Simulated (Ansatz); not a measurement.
## InSe under changes of volume

One of the cells (28.559 Å³/atom); the others are scaled copies at fixed shape and fractional positions:

```
CELL_PARAMETERS angstrom
5.82639 -2.05465 0.00000
5.82639 2.05465 0.00000
-1.72323 0.00000 4.77135
ATOMIC_POSITIONS crystal
In 0.88820 0.88820 0.04684
In 0.11180 0.11180 0.95316
Se 0.66093 0.66093 0.66896
Se 0.33907 0.33907 0.33104
```

The cell comes from a database or a generator and needn't be the stable form of this composition.

| Item | Value |
| --- | --- |
| Program | Ansatz 0.2.0 |
| Functional | r2SCAN |
| Potentials or basis | Ansatz PAW |
| Cutoff | 500 eV (not typed: the program's choice for these potentials) |
| k mesh | 7 × 7 × 6 |
| Occupations | fermi-dirac, width 0.05 eV |
| Spin | no spin polarisation |

```csv
volume (Å³/atom),energy over the lowest point (meV/atom),pressure (GPa),gap on the mesh (eV),largest force (eV/Å)
26.846,18.10,3.7,1.63,0.530
27.417,7.44,2.3,1.59,0.339
27.988,1.57,1.0,1.55,0.163
28.559,0.00,-0.1,1.51,0.025
29.131,?,?,?,?
29.702,7.93,-2.0,1.42,0.290
30.273,16.64,-2.8,1.38,0.418
```

What does the run at 29.131 Å³/atom give?

Energy over the lowest point 2.26 meV/atom; pressure -1.1 GPa; gap on the mesh 1.47 eV; largest force 0.153 eV/Å.

Worked out: A Birch-Murnaghan fit of order 3 (a polynomial in V^(-2/3)) to the other rows has its minimum at 28.50 Å³/atom with B0 = V·E''(V) = 54 GPa and B' = 4.7 at fixed shape and positions, which overstates the stiffness. It gives 2.26 meV/atom at 29.131 Å³/atom, against the run's 2.26, and -dE/dV = -1.1 GPa, against -1.1. A straight line through the other rows of the gap, of slope -2.1 eV per unit of ln V, gives 1.46 eV, against the run's 1.47.

Energies are extrapolated to zero smearing.

Caveats: odd divisions of the mesh miss points on the zone boundary, where band edges often lie, so the gap on the mesh can be too wide; spin-orbit coupling is left out, which moves the levels of the heavy elements; the PAW data sets come from PBE, with cores solved anew for the run's functional, which leaves a small shift of forces and pressure.

A mesh can miss the band edges.
